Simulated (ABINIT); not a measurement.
# Au (Fm-3m) in ABINIT: further runs

Aim: see how the results for Au move with the level of theory and the settings. Levels: BLYP, r2SCAN, LDA. Tasks: equation of state, band structure.

Everything below comes from runs of ABINIT 10.8.3 (patched build). Logs are shortened: lines on timing, memory, paths and dates and some standing lists are left out, and cuts for length are marked. The log counts tension as positive stress, the text compression.

## (1) The crystal as given

Symmetry: Fm-3m, No. 225, cubic system. Conventional cell: a = 4.070 Å, b = 4.070 Å, c = 4.070 Å, α = 90.00°, β = 90.00°, γ = 90.00°. Au (site symmetry m-3m) has 12 Au at 2.88 Å as nearest neighbours.

## (2) Equation of state, BLYP

The input, run.abi:

```
# Datasets: one volume each
ndtset 7
getwfk -1
scalecart1 3*0.9795861087
scalecart2 3*0.9864848297
scalecart3 3*0.9932883884
scalecart4 3*1.0000000000
scalecart5 3*1.0066227096
scalecart6 3*1.0131594038
scalecart7 3*1.0196128224

# Pseudopotentials
pp_dirpath "./"
pseudos "Au.GGA_PBE-JTH.xml"

# Structure
acell 2.8779245994 2.8779245994 2.8779245994 Angstrom
rprim
     0.0000000000     0.7071067812     0.7071067812
     0.7071067812     0.0000000000     0.7071067812
     0.7071067812     0.7071067812     0.0000000000
ntypat 1
znucl 79
natom 1
typat 1
xred
     0.0000000000     0.0000000000     0.0000000000

# Plane-wave basis
ecut 25.0
pawecutdg 47.0

# k points
kptopt 1
ngkpt 11 11 11
nshiftk 1
shiftk 0.0 0.0 0.0

# Exchange and correlation
ixc -106131

# Bands and occupations
nband 10
occopt 3
tsmear 0.05 eV

# SCF cycle
nstep 100
tolvrs 1.0e-9

# Output
iomode 3
prtwf 1
prtden 0
prteig 0
prtebands 0
enunit 2
```

Potentials or basis: JTH PAW PBE v2.0.

The run is started by

```
> abinit run.abi > log 2>&1
```

run.abo:

```text
.Version 10.8.3 of ABINIT
 DATASET    1 : space group Fm -3 m (#225); Bravais cF (face-center cubic)
================================================================================
 Values of the parameters that define the memory need for DATASET  1.
     intxc =       0    ionmov =       0      iscf =      17    lmnmax =      18
     lnmax =       6     mgfft =      24  mpssoang =       3    mqgrid =    3001
     natom =       1  nloc_mem =       2    nspden =       1   nspinor =       1
    nsppol =       1      nsym =      48    n1xccc =       1    ntypat =       1
    occopt =       3   xclevel =       2
       mpw =         649          nfft =       13824          nkpt =          56
 PAW method is used; the additional fine FFT grid is defined by:
   mgfftf=        36    nfftf =     46656
================================================================================
================================================================================
[... 71 lines left out ...]
 DATASET    7 : space group Fm -3 m (#225); Bravais cF (face-center cubic)
================================================================================
 Values of the parameters that define the memory need for DATASET  7.
     intxc =       0    ionmov =       0      iscf =      17    lmnmax =      18
     lnmax =       6     mgfft =      27  mpssoang =       3    mqgrid =    3001
     natom =       1  nloc_mem =       2    nspden =       1   nspinor =       1
    nsppol =       1      nsym =      48    n1xccc =       1    ntypat =       1
    occopt =       3   xclevel =       2
       mpw =         736          nfft =       19683          nkpt =          56
 PAW method is used; the additional fine FFT grid is defined by:
   mgfftf=        36    nfftf =     46656
================================================================================
================================================================================

--------------------------------------------------------------------------------
------------- Echo of variables that govern the present computation ------------
--------------------------------------------------------------------------------
 -outvars: echo values of preprocessed input variables --------
            acell      5.4384893039E+00  5.4384893039E+00  5.4384893039E+00 Bohr
              amu      1.96966540E+02
             ecut      2.50000000E+01 Hartree
           enunit           2
           getwfk          -1
                       outvar_i_n : Printing only first  50 k-points.
              ixc     -106131
           jdtset        1    2    3    4    5    6    7
                       outvar_i_n : Printing only first  50 k-points.
         kptrlatt       11    0    0      0   11    0      0    0   11
          kptrlen1     5.86021543E+01
          kptrlen2     5.90148591E+01
          kptrlen3     5.94218710E+01
          kptrlen4     5.98233823E+01
          kptrlen5     6.02195752E+01
          kptrlen6     6.06106224E+01
          kptrlen7     6.09966877E+01
            natom           1
[... 39 lines left out ...]
            rprim7     0.0000000000E+00  7.2097514092E-01  7.2097514092E-01
                       7.2097514092E-01  0.0000000000E+00  7.2097514092E-01
                       7.2097514092E-01  7.2097514092E-01  0.0000000000E+00
          spgroup         225
           tolvrs      1.00000000E-09
           tsmear      1.83746611E-03 Hartree
            typat      1
           useylm           1
                       outvars : Printing only first  50 k-points.
            znucl       79.00000

================================================================================

 chkinp: Checking input parameters for consistency, jdtset=   1.

 chkinp: Checking input parameters for consistency, jdtset=   2.
[... 36 lines left out ...]
 getcut: wavevector=  0.0000  0.0000  0.0000  ngfft=  36  36  36
         ecut(hartree)=     47.000   => boxcut(ratio)=   2.18961

--- Pseudopotential description ------------------------------------------------
- pspini: atom type   1  psp file is ./Au.GGA_PBE-JTH.xml
 Pseudopotential format is: paw10
 basis_size (lnmax)=  6 (lmn_size= 18), orbitals=   0   0   1   1   2   2
 Spheres core radius: rc_sph= 2.50869560
 Shapefunction is SIN type: shapef(r)=[sin(pi*r/rshp)/(pi*r/rshp)]**2
 Radius for shape functions =  2.26305713
 Compensation charge density is not taken into account in XC energy/potential

   3.87212569E+02                                ecore*ucvol(ha*bohr**3)
--------------------------------------------------------------------------------

[... 1253 lines left out ...]
-Cartesian components of stress tensor (GPa)         [Pressure=  1.1419E+01 GPa]
- sigma(1 1)= -1.14186908E+01  sigma(3 2)=  0.00000000E+00
- sigma(2 2)= -1.14186908E+01  sigma(3 1)=  0.00000000E+00
- sigma(3 3)= -1.14186908E+01  sigma(2 1)=  0.00000000E+00

== END DATASET(S) ==============================================================
================================================================================

 -outvars: echo values of variables after computation  --------
            acell      5.4384893039E+00  5.4384893039E+00  5.4384893039E+00 Bohr
           etotal1    -3.4051364039E+01
           etotal2    -3.4054176158E+01
           etotal3    -3.4056535278E+01
           etotal4    -3.4058493446E+01
           etotal5    -3.4060097235E+01
           etotal6    -3.4061388111E+01
           etotal7    -3.4062400388E+01
            fcart1    -0.0000000000E+00 -0.0000000000E+00 -0.0000000000E+00
            fcart2    -0.0000000000E+00 -0.0000000000E+00 -0.0000000000E+00
            fcart3    -0.0000000000E+00 -0.0000000000E+00 -0.0000000000E+00
            fcart4    -0.0000000000E+00 -0.0000000000E+00 -0.0000000000E+00
            fcart5    -0.0000000000E+00 -0.0000000000E+00 -0.0000000000E+00
            fcart6    -0.0000000000E+00 -0.0000000000E+00 -0.0000000000E+00
            fcart7    -0.0000000000E+00 -0.0000000000E+00 -0.0000000000E+00
            rprim1     0.0000000000E+00  6.9267198023E-01  6.9267198023E-01
                       6.9267198023E-01  0.0000000000E+00  6.9267198023E-01
                       6.9267198023E-01  6.9267198023E-01  0.0000000000E+00
[... 17 lines left out ...]
                       7.2097514092E-01  7.2097514092E-01  0.0000000000E+00
           strten1    -1.3425234926E-03 -1.3425234926E-03 -1.3425234926E-03
                       0.0000000000E+00  0.0000000000E+00  0.0000000000E+00
           strten2    -1.1320967055E-03 -1.1320967055E-03 -1.1320967055E-03
                       0.0000000000E+00  0.0000000000E+00  0.0000000000E+00
           strten3    -9.4462026345E-04 -9.4462026345E-04 -9.4462026345E-04
                       0.0000000000E+00  0.0000000000E+00  0.0000000000E+00
           strten4    -7.7906192945E-04 -7.7906192945E-04 -7.7906192945E-04
                       0.0000000000E+00  0.0000000000E+00  0.0000000000E+00
           strten5    -6.3302539563E-04 -6.3302539563E-04 -6.3302539563E-04
                       0.0000000000E+00  0.0000000000E+00  0.0000000000E+00
           strten6    -5.0327631709E-04 -5.0327631709E-04 -5.0327631709E-04
                       0.0000000000E+00  0.0000000000E+00  0.0000000000E+00
           strten7    -3.8811341251E-04 -3.8811341251E-04 -3.8811341251E-04
                       0.0000000000E+00  0.0000000000E+00  0.0000000000E+00
 Calculation completed.
```

Wall time 2.1 min (1 thread of Arm Neoverse V1, shared host); peak memory 0.15 GiB.

Results:

| Property | Result |
| --- | --- |
| Equilibrium volume | 19.47 Å³/atom (rough: see the caveat) |
| Bulk modulus | 102 GPa (rough) |

Energy against volume, from the lowest point:
```
volume (Å³/atom)  energy (meV/atom)
          15.843             300.31
          16.181             223.79
          16.518             159.60
          16.855             106.31
          17.192              62.67
          17.529              27.55
          17.866               0.00
```

Caveat: pressures at fixed basis lie under the slope of the energies; the minimum lies outside the volumes run; the PAW data sets were made with another functional, which shifts forces and pressure a little. Spin-orbit coupling is left out, which matters for the levels of Au.

(Continued in part 2 of 2.)
